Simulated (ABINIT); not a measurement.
The system is Ag.

```
Ag
1.0
     2.93000    0.00000    0.00000
    -1.46500    2.53745    0.00000
     0.00000    0.00000    4.79000
Ag
2
Direct
  0.66667 0.33333 0.75000
  0.33333 0.66667 0.25000
```

This isn't the form of Ag at room conditions, which is fcc.

- Program: ABINIT 10.8.3 (patched build)
- Task: relaxation of cell and atoms
- Functional: LDA
- Potentials or basis: JTH PAW LDA v2.0
- Cutoff: 463 eV
- k mesh: 10 × 10 × 6
- Occupations: fermi-dirac, width 0.05 eV
- Spin: no spin polarisation

At the start: pressure -10.4 GPa; volume 17.81 Å³/atom.

Task: How do energy, volume and symmetry change on relaxing?

Result: Over 7 steps the energy falls by 62.2 meV/atom and the volume is 16.09 Å³/atom (-9.6 %); space group P6_3/mmc (No. 194, to 0.05 Å).

The path:
| step | energy change (eV) | largest force (eV/Å) | pressure (GPa) | volume (Å³) |
| --- | --- | --- | --- | --- |
| 1 | 0.0000 | 0.0000 | -10.38 | 35.61 |
| 2 | -0.0638 | 0.0000 | -7.77 | 34.49 |
| 3 | -0.1205 | 0.0000 | 2.39 | 31.65 |
| 4 | -0.1243 | 0.0000 | -0.31 | 32.26 |
| 5 | -0.1244 | 0.0000 | -0.01 | 32.19 |
| 6 | -0.1244 | 0.0000 | 0.01 | 32.18 |
| 7 | -0.1244 | 0.0000 | 0.00 | 32.19 |

Final structure:
```
Ag
1.0
     2.83780    0.00000    0.00000
    -1.41890    2.45761    0.00000
     0.00000    0.00000    4.61492
Ag
2
Direct
  0.66667 0.33333 0.75000
  0.33333 0.66667 0.25000
```
